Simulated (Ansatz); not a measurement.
Runs of Ansatz 0.2.0 on Br. Symmetry: Cmce, No. 64, orthorhombic system. The conventional cell has a = 6.726 Å, b = 4.645 Å, c = 8.702 Å, α = 90.00°, β = 90.00°, γ = 90.00°. Br (site symmetry m) is surrounded by 1 Br at 2.29 Å. 

| task | level | spin | cell | k mesh | cutoff (eV) | points for each segment of the path | gap on the mesh (eV) | pressure (GPa) | relaxed volume (Å³/atom) | largest force (eV/Å) |
| --- | --- | --- | --- | --- | --- | --- | --- | --- | --- | --- |
| relaxation of cell and atoms | RPBE | off | relaxed | 7 × 7 × 3 | 420 | - | (c) | 0.0 | 54.35 | - |
| band structure | PBEsol | SOC, no magnetisation | as given | 5 × 5 × 3 | 420 | 14 | 1.78 | 0.2 | - | 0.77 |
| relaxation of cell and atoms | revPBE | off | relaxed | 7 × 7 × 3 | 420 | - | (b) | 0.0 | 54.55 | - |
| band structure | BLYP | off | as given | 7 × 7 × 3 | 420 | 14 | (d) | 3.7 | - | 1.27 |
| relaxation of cell and atoms | BLYP | off | relaxed | 7 × 7 × 3 | 420 | - | 1.32 | 0.0 | 61.91 | - |
| band structure | r2SCAN | off | as given | 7 × 7 × 3 | 500 | 14 | 2.22 | 0.7 | - | (a) |
| band structure | RPBE | off | as given | 7 × 7 × 3 | 420 | 14 | 1.98 | 3.5 | - | 0.85 |
| band structure | revPBE | off | as given | 7 × 7 × 3 | 420 | 14 | 1.96 | 3.1 | - | 0.85 |

Alike in all rows: potentials or basis Ansatz PAW; smearing fermi-dirac 0.05 eV.

Q: Estimate the missing entries.

A: (a) 0.59; (b) 1.57; (c) 1.71; (d) 1.88.

Caveats: the PAW data sets come from PBE, with cores solved anew for the run's functional, which leaves a small shift of forces and pressure; the volume moved by over 15 % at a fixed basis, so the end points are rough (some runs); odd divisions of the mesh miss points on the zone boundary, where band edges often lie, so the gap on the mesh can be too wide (some runs); the plane-wave basis is chosen anew once the cell has moved, so the energies of steps on either side of that aren't comparable (some runs); the k mesh misses the band edges, so the gap on the mesh is wider than the one along the path (some runs); the volume moved by +60 % from the deposited cell, more than functionals usually miss (some runs); forces of over 1 eV/Å show positions far from the minimum, so gaps and moduli don't describe the material at rest (some runs).

A k mesh can miss the band edges, and rows without SOC leave out spin-orbit coupling on Br.

Runs at the PBE level aren't shown here.
